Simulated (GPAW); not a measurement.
Set up this calculation in GPAW 26.7.0, as an ASE script.

- Task: single point
- Functional: PBE
- Potentials or basis: GPAW PAW data sets (gpaw-data 1.2.1)
- Cutoff: 600 eV
- Basis: pw
- k mesh: 8 × 8 × 8
- Occupations: gaussian, width 0.016 eV
- Spin: no spin polarisation
- Maxiter: 150

The structure of ZnSe (Stilleite) lies in ZnSe.xyz:

```xyz
2
Lattice="0.0000000000 2.8338000000 2.8338000000 2.8338000000 0.0000000000 2.8338000000 2.8338000000 2.8338000000 0.0000000000" Properties=species:S:1:pos:R:3 pbc="T T T"
Se     4.2507000000      4.2507000000      4.2507000000
Zn     0.0000000000      0.0000000000      0.0000000000
```

The input as run:

run.py

```python
from ase.dft.bandgap import bandgap
from ase.io import read, write
from ase.units import GPa
from gpaw import GPAW, PW

atoms = read('ZnSe.xyz')

calc = GPAW(mode=PW(600),
            xc='PBE',
            kpts={'size': (8, 8, 8), 'gamma': True},
            occupations={'name': 'methfessel-paxton', 'order': 0, 'width': 0.016},
            nbands=18,
            convergence={'density': 1e-05, 'energy': 1e-05},
            maxiter=150,
            txt='gpaw.txt')
atoms.calc = calc
energy = atoms.get_potential_energy()
forces = atoms.get_forces()
stress = atoms.get_stress()
calc.write('gs.gpw')
write('result.traj', atoms)
print(f'Energy: {energy:.6f} eV')
print('Forces (eV/A):')
print(forces.round(4))
print('Stress (GPa):', (stress / GPa).round(3))
print('Fermi level:', round(calc.get_fermi_level(), 4), 'eV')
print(f'Gap: {bandgap(calc)[0]:.4f} eV, direct: {bandgap(calc, direct=True)[0]:.4f} eV')
```

Potentials or basis: GPAW PAW data sets (gpaw-data 1.2.1), pw.

The run is started by

```sh
$ OMP_NUM_THREADS=1 python run.py
```

Results of the run:

- Pressure: 2.1 GPa
- Band gap on the k mesh: 1.30 eV, direct

It took 19 s on 1 thread of Intel(R) Xeon(R) Platinum 8259CL CPU @ 2.50GHz (Skylake/Cascade Lake), with other jobs on the host, peak memory 0.16 GiB.
